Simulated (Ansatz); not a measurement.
SnS₂ (P-3m1) from a database of computed structures (r2SCAN+rVV10 geometry), in Ansatz:

Space group P-3m1 (No. 164). a = 3.661 Å, b = 3.661 Å, c = 5.962 Å, α = 90.00°, β = 90.00°, γ = 120.00°
```csv
atom,site,symmetry,x,y,z
Sn,1a,-3m.,0.0000,0.0000,0.0000
S,2d,3m.,0.3333,0.6667,0.2456
```

G0W0@PBE with 512 empty bands, a screening cutoff of 220 eV and a 6×6×4 mesh (PAW, contour deformation) gives 2.346 eV over the mesh points, from a PBE gap of 1.496 eV; it sums over 525 bands with 537 plane waves in the screening and a wave cutoff of 420 eV. G0W0 here is at a finite number of bands, screening cutoff and k mesh, not at the basis limit. Calculated for a static, non-magnetic cell.

Q: Estimate the gap with starting point HSE06.

A: 2.782 eV (+0.436 eV), from a Kohn-Sham gap of 2.387 eV.

Q: Another run gave a Kohn-Sham gap of 1.496 eV and a G0W0 gap of 2.345 eV, summing over 219 bands with 197 plane waves in the screening and a wave cutoff of 420 eV. What was changed?

A: Empty bands 206, screening cutoff 120 eV. The counts of bands and plane waves show it.

Q: Estimate the gap with mesh 12×12×4, empty bands 112, screening cutoff 80 eV.

A: 2.303 eV (-0.043 eV), from a Kohn-Sham gap of 1.488 eV.

Spin-orbit coupling is left out, which matters wherever the heavy atoms make up the band edges.
